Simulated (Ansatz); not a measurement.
# C: the cost of one run

Method: DFT PBEsol, scalar-relativistic, plane waves, PAW, in Ansatz 0.2.0.

2 further runs of the same task are left out: 1 for a broken database entry, 1 set aside as unsound or not needed.

## Step 1: Starting point

The structure is orthorhombic, space group Fmmm (No. 69). Conventional cell: a = 2.456 Å, b = 4.254 Å, c = 6.696 Å, α = 90.00°, β = 90.00°, γ = 90.00°. Around C (site symmetry m2m) lie 3 C at 1.42 Å.

As a file:

```xyz
2
Lattice="0.0000 2.1270 3.3480 1.2280 0.0000 3.3480 1.2280 2.1270 0.0000" Properties=species:S:1:pos:R:3 pbc="T T T"
C     1.2280    0.7090    3.3480
C     1.2280    3.5450    3.3480
```

The structure comes from the Crystallography Open Database.

## Step 2: A change within a subgroup

Against the listed cell: strain xx, yy, zz, yz, xz, xy = -2.5, -2.7, -5.6, +0.0, +0.0, -1.1 %; atoms moved by 0.03 Å root mean square, at most 0.03 Å.

Input file input.yaml:

```yaml
crystal:
  lattice:
    - [-0.02433288, 2.06933703, 3.15960804]
    - [1.19677196, -0.01404832, 3.15960804]
    - [1.17243908, 2.05528871, 0.0]
  atoms:
    - { symbol: C, position: [0.1788070792, 0.8211929208, 0.1543785745] }
    - { symbol: C, position: [0.8211929208, 0.1788070792, 0.8456214255] }
basis:
  ecutwfc: 420
kpoints:
  mp_grid: { grid: [14, 14, 14] }
hamiltonian:
  xc: pbesol
scf:
  occupations: { method: gaussian, width: 0.02 }
output:
  forces: true
  stress: true
  eigenvalues: true
  populations: true
```

What time and memory should one allow on 1 thread of an Arm CPU, shared host?

About 8 s, with a peak of 0.35 GiB.
